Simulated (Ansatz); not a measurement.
input.yaml (Ansatz)

```yaml
crystal:
  lattice:
    - [-3.3932935191, 3.0409511184, 1.4004116808]
    - [3.0409511184, -3.3932935191, 1.4004116808]
    - [3.5686605776, 3.5686605776, -2.045727433]
  atoms:
    - { symbol: Se, position: [0.0669812877, 0.9330187123, 1.0] }
    - { symbol: Se, position: [0.6830187123, 0.3169812877, 0.5] }
hamiltonian:
  xc: pbe
  pseudopotentials:
    kind: paw_fr
    azcp:
      Se: "pseudopotentials/Se.paw.azcp"
basis:
  ecutwfc: 420
  fft_grid_basis: typed
kpoints:
  mp_grid: { grid: [13, 13, 7], shift: [0, 0, 0] }
magnetization:
  noncollinear: true
  spin_orbit: true
scf:
  occupations: { method: fermi_dirac, width: 0.1 }
```

Terminal output

```
Engine: ansatz 0.2.0, x86_64-unknown-linux-gnu
Pseudopotentials: kind: paw_fr
Pseudopotential: Se, paw_fr, valence charge 16, recommended cutoff 420 eV (normal) 
Functional definition: PBE
  parameter kappa = 0.804
  parameter beta = 0.06672455060314922
  exchange = pbe_x(kappa = kappa, mu = beta*pi^2/3)
  correlation = pbe_c(beta = beta)
non-collinear run that drives no moment, with spin-orbit: no starting moment large enough to seed its density (crystal.atoms[].spin), no starting occupations that ask for one, no magnetisation constraint and no magnetic field, so the semilocal B_xc is pinned to zero
Crystal: 2 atoms, lattice volume = 59.674 Å³
Basis set: ecut = 420 eV, 1155 PW (Γ)
Bands: 40, of which v1, the nominal top of the filled ones, is band 32 counted from 1 (31 counted from 0)
Symmetry: 4 space group operations + 4 with time reversal
Magnetic group: BNS 15.86 (UNI 93), of the structure as read, at distance tolerance 3.9e-5 Å
k-points: 322 of 1183
Projection manifold: j_resolved (fully-relativistic pseudo-atomic orbitals)
Non-local potential: Se, projectors of the file, l = 0: 2, l = 1: 4, l = 2: 6, l = 3: 2
PAW form: soft (Blöchl's): semilocal exchange-correlation on the pseudo side does not see the compensation charge
PAW one-centre angular grid: Se, 590 points (default); XC on 96 Gauss nodes
Initial density: superposition of atomic densities (chi_scale 0.1, normalization cell)
Initial wavefunctions: pseudopotential atomic-orbital guess
Functional: x = pbe(κ = 0.804, μ = 0.2195149727645171), c = pbe(β = 0.06672455060314922)
SCF iter   1: F=—  HF=-10938.203350 eV  |F-HF|=—  |Δ(HF+E_count)|=         —  Δρ=1.91e-2  dr2=1.36e-1  dr2_m=0.00e0 (ungated)  ethr=3.10e-3  |M|=0.00e0 ∫|m|=0.00e0 μB  |m|>n=0.0e0 m-floor=0.0e0 τ_xc=0.0e0  β_m=0.30  ⟨swp⟩=10.7  Hψ=31264  notcnv=0  defer=92
SCF iter   2: F=—  HF=-10938.193453 eV  |F-HF|=—  |Δ(HF+E_count)|=   9.90e-3  Δρ=1.45e-2  dr2=7.96e-2  dr2_m=0.00e0 (ungated)  ethr=4.25e-4  |M|=0.00e0 ∫|m|=0.00e0 μB  |m|>n=0.0e0 m-floor=0.0e0 τ_xc=0.0e0  β_m=0.65  ⟨swp⟩=1.0  Hψ=7737  notcnv=0  defer=150
SCF iter   3: F=—  HF=-10938.184656 eV  |F-HF|=—  |Δ(HF+E_count)|=   8.80e-3  Δρ=1.07e-3  dr2=6.84e-4  dr2_m=0.00e0 (ungated)  ethr=2.49e-4  |M|=0.00e0 ∫|m|=0.00e0 μB  |m|>n=0.0e0 m-floor=0.0e0 τ_xc=0.0e0  β_m=0.72  ⟨swp⟩=2.4  Hψ=8555  notcnv=0  defer=150
SCF iter   4: F=—  HF=-10938.185122 eV  |F-HF|=—  |Δ(HF+E_count)|=   4.66e-4  Δρ=4.25e-4  dr2=9.40e-5  dr2_m=0.00e0 (ungated)  ethr=2.14e-6  |M|=0.00e0 ∫|m|=0.00e0 μB  |m|>n=0.0e0 m-floor=0.0e0 τ_xc=0.0e0  β_m=0.71  ⟨swp⟩=2.1  Hψ=11257  notcnv=0  defer=150
SCF iter   5: F=—  HF=-10938.185164 eV  |F-HF|=—  |Δ(HF+E_count)|=   4.17e-5  Δρ=5.79e-5  dr2=2.13e-6  dr2_m=0.00e0 (ungated)  ethr=2.94e-7  |M|=0.00e0 ∫|m|=0.00e0 μB  |m|>n=0.0e0 m-floor=0.0e0 τ_xc=0.0e0  β_m=0.79  ⟨swp⟩=3.0  Hψ=11896  notcnv=0  defer=174
SCF iter   6: F=-10938.185164 eV  HF=-10938.185164 eV  |F-HF|=1.46e-8  |Δ(HF+E_count)|=   1.22e-7  Δρ=6.11e-6  dr2=1.76e-8  dr2_m=0.00e0 (ungated)  ethr=3.13e-10  |M|=0.00e0 ∫|m|=0.00e0 μB  |m|>n=0.0e0 m-floor=0.0e0 τ_xc=0.0e0  ⟨swp⟩=1.1  Hψ=19695  notcnv=0
SCF 1 converged in 6 iterations: F = -10938.185164 eV  dr2 = 1.76e-8
SCF converged after 6 iterations
Magnetization: |M| = 0.0000 μB,  M = (+0.0000, +0.0000, +0.0000) μB
Absolute magnetization: 0.0000 μB (∫|m|)
  site 0: m = (+0.0000, +0.0000, +0.0000) μB, |m| = 0.0000 μB  (R = 1.05 Å)
  site 1: m = (+0.0000, +0.0000, +0.0000) μB, |m| = 0.0000 μB  (R = 1.05 Å)
Free energy (F): -10938.185164 eV
Harris-Foulkes:  -10938.185164 eV  (|F-HF|=1.46e-8)
Internal energy: -10938.156098 eV  (E = F + TS)
E sigma→0 (E₀):  -10938.170631 eV
Entropy (-TS):   -0.029067 eV (-14.533 meV/atom)
Fermi energy:    5.968190 eV
--- Per-component energies (eV) ---
  E_band       = -850.387989
  E_kinetic    = 233.237518
  E_local      = -5545.976058  (includes V_loc(G=0)·N_el)
  E_nonlocal   = -1187.923179
  E_hartree    = 2705.154427
  E_xc         = -206.655081
  E_vxc        = -193.923039  (∫ρ·V_xc dr)
  E_paw        = -3825.157994  (= ΣΔE_a)
  E_vpaw       = 433.889961  (= ΣTr[D̂ρ^β])
  E_aug_tail   = -0.001177  (compensation charges beyond the density's cutoff)
  E_ewald      = -3110.834554
  E_smearing   = -0.029067  (= −TS)
  E_closure    = 0.000000  (closes the sum)
  Σ components = -10938.185164   (vs F -10938.185164, Δ=0.00e0)
```

Launched by

```sh
ansatz run input.yaml --threads 1 --pin off --max-ram 3584MiB --backend cpu --events-out ev --progress --plain --runs-dir out
```

On 1 thread of Intel(R) Xeon(R) Platinum 8259CL CPU @ 2.50GHz (Skylake/Cascade Lake) (shared host) this took about 130 s of wall time and 110 s of CPU time.
